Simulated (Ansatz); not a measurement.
Here is an Ansatz 0.2.0 calculation.

The input input.yaml:

```yaml
crystal:
  lattice:
    - [0.0, 2.2239077028, 2.2239077028]
    - [2.2239077028, 0.0, 2.2239077028]
    - [2.2239077028, 2.2239077028, 0.0]
  atoms:
    - { symbol: Mn, position: [0.0, 0.0, 0.0], spin: 4.8 }
    - { symbol: O, position: [0.5, 0.5, 0.5] }
kpoints:
  mp_grid: { grid: [10, 10, 10] }
scf:
  occupations: { method: fermi_dirac, width: 0.05 }
hamiltonian:
  xc: pbe
  pseudopotentials: { kind: all_electron, lapw: { basis_error: 0.001 } }
magnetization:
  spin_polarized: true
  initial_magnetization: 4.8
  spin_locking: { lock_magnetization: hard }
output:
  forces: true
  stress: true
  eigenvalues: true
```

Potentials or basis: all-electron LAPW, scalar-relativistic.

Run with:

```bash
$ ansatz run input.yaml --threads 2 --pin off --max-ram 6144MiB --backend cpu --events-out ev --progress --plain --runs-dir out
```

**Question.** Estimate the pressure.

**Answer.** 0.2 GPa.

Caveat: the total moment is fixed, so each spin has its own Fermi level.
